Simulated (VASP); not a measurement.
These are LDA (Ceperley-Alder, Perdew-Zunger), VASP's LDA PAW potentials (set 64) (plane waves; VASP) values and carry that method's errors.

A VASP calculation is set up with these files.

**INCAR**
```
SYSTEM = Li2O
PREC = Accurate
ENCUT = 620
EDIFF = 1E-6
NELM = 100
ALGO = Normal
LREAL = .FALSE.
LASPH = .TRUE.
ISMEAR = 0
SIGMA = 0.05
LWAVE = .FALSE.
LCHARG = .FALSE.
IBRION = 2
ISIF = 3
NSW = 40
EDIFFG = -0.02
PSTRESS = 300
```

File POSCAR:
```
Li2O
1.0
  0.0000000000   2.0923213435   2.0923213435
  2.0923213435   0.0000000000   2.0923213435
  2.0923213435   2.0923213435   0.0000000000
Li O
2 1
Cart
  1.0461606718   1.0461606718   1.0461606718
  3.1384820153   3.1384820153   3.1384820153
  0.0000000000   0.0000000000   0.0000000000
```

### KPOINTS
```
Automatic mesh
0
Gamma
9 9 9
0 0 0
```

POTCAR, in this order: Li_sv O (LDA.64 set). Program: vasp_std.

Output of the run:

### OSZICAR
```
       N       E                     dE             d eps       ncg     rms          rms(c)
DAV:   1     0.413224580797E+02    0.41322E+02   -0.71029E+03   700   0.148E+03
DAV:   2    -0.121168925744E+02   -0.53439E+02   -0.49998E+02   800   0.263E+02
DAV:   3    -0.171994081081E+02   -0.50825E+01   -0.50548E+01  1254   0.679E+01
DAV:   4    -0.172497717035E+02   -0.50364E-01   -0.50350E-01   980   0.801E+00
DAV:   5    -0.172502020338E+02   -0.43033E-03   -0.43032E-03  1022   0.462E-01    0.769E+00
DAV:   6    -0.154230497566E+02    0.18272E+01   -0.85353E+00   702   0.204E+01    0.254E+00
DAV:   7    -0.154020263824E+02    0.21023E-01   -0.15234E-01   802   0.391E+00    0.152E+00
DAV:   8    -0.153905351735E+02    0.11491E-01   -0.57934E-02   998   0.263E+00    0.303E-01
DAV:   9    -0.153896663619E+02    0.86881E-03   -0.70806E-03   820   0.784E-01    0.117E-01
DAV:  10    -0.153896825542E+02   -0.16192E-04   -0.64085E-04   788   0.227E-01    0.153E-02
DAV:  11    -0.153896800480E+02    0.25062E-05   -0.15420E-05   856   0.531E-02    0.459E-03
DAV:  12    -0.153896799852E+02    0.62802E-07   -0.95333E-07   626   0.123E-02
   1 F= -.11959430E+02 E0= -.11959430E+02  d E =-.119594E+02
```

OUTCAR:
```
------------------------ aborting loop because EDIFF is reached ----------------------------------------
  FORCE on cell =-STRESS in cart. coord.  units (eV):
  Direction    XX          YY          ZZ          XY          YZ          ZX
  --------------------------------------------------------------------------------------
  Total        3.4491759      3.4491759      3.4491759     -0.0000000      0.0000000     -0.0000000
  in kB      301.6551695    301.6551695    301.6551695     -0.0000000      0.0000000     -0.0000000
  external PRESSURE =       1.6551695 kB  Pullay stress =     300.0000000 kB
  volume of cell :       18.32
      direct lattice vectors                 reciprocal lattice vectors
     0.000000000  2.092321344  2.092321344    -0.238969029  0.238969029  0.238969029
     2.092321344  0.000000000  2.092321344     0.238969029 -0.238969029  0.238969029
     2.092321344  2.092321344  0.000000000     0.238969029  0.238969029 -0.238969029
 POSITION                                       TOTAL-FORCE (eV/Angst)
 -----------------------------------------------------------------------------------
      1.04616      1.04616      1.04616         0.000000      0.000000     -0.000000
      3.13848      3.13848      3.13848        -0.000000     -0.000000      0.000000
      0.00000      0.00000      0.00000        -0.000000     -0.000000     -0.000000
 -----------------------------------------------------------------------------------
    total drift:                               -0.000000      0.000000      0.000000
  FREE ENERGIE OF THE ION-ELECTRON SYSTEM (eV)
  ---------------------------------------------------
  free  energy   TOTEN  =       -15.3896799852 eV

  energy  without entropy=      -15.3896799852  energy(sigma->0) =      -15.38967999
  enthalpy is  TOTEN    =       -11.9594295843 eV   P V=        3.4302504009

 reached required accuracy - stopping structural energy minimisation
```
(Selected blocks of OUTCAR.)

### OUTCAR
```
 val. band max:        3.0552013267   @ k =   0.0000   0.0000   0.0000

 cond. band min:       8.5025654969   @ k =   0.4444   0.4444   0.0000


 Fermi energy:         3.3545069559

 k-point     1 :       0.0000    0.0000    0.0000
  band No.  band energies     occupation
      1     -38.5945      2.00000
      2     -37.6852      2.00000
      3     -12.4828      2.00000
      4       3.0552      2.00000
      5       3.0552      2.00000
      6       3.0552      2.00000
      7      10.8363      0.00000
      8      16.3015      0.00000
      9      16.3015      0.00000
     10      16.3015      0.00000

 k-point     2 :       0.1111    0.0000    0.0000
  band No.  band energies     occupation
      1     -38.5608      2.00000
      2     -37.7071      2.00000
      3     -12.4677      2.00000
      4       2.5401      2.00000
      5       2.9674      2.00000
      6       2.9674      2.00000
      7      11.1031      0.00000
      8      16.5398      0.00000
      9      16.5495      0.00000
     10      16.5495      0.00000

 k-point     3 :       0.2222    0.0000    0.0000
  band No.  band energies     occupation
      1     -38.4664      2.00000
      2     -37.7716      2.00000
      3     -12.4283      2.00000
      4       1.3844      2.00000
      5       2.7585      2.00000
      6       2.7585      2.00000
      7      11.8219      0.00000
      8      16.9268      0.00000
      9      16.9268      0.00000
     10      16.9336      0.00000

 k-point     4 :       0.3333    0.0000    0.0000
  band No.  band energies     occupation
      1     -38.3280      2.00000
      2     -37.8755      2.00000
      3     -12.3740      2.00000
      4       0.2414      2.00000
      5       2.5422      2.00000
      6       2.5422      2.00000
      7      12.8717      0.00000
      8      16.7994      0.00000
      9      16.7994      0.00000
     10      16.8902      0.00000

 k-point     5 :       0.4444    0.0000    0.0000
...
```

The compound is Li2O in the antifluorite structure. It was relaxed first under an external pressure of 30 GPa.
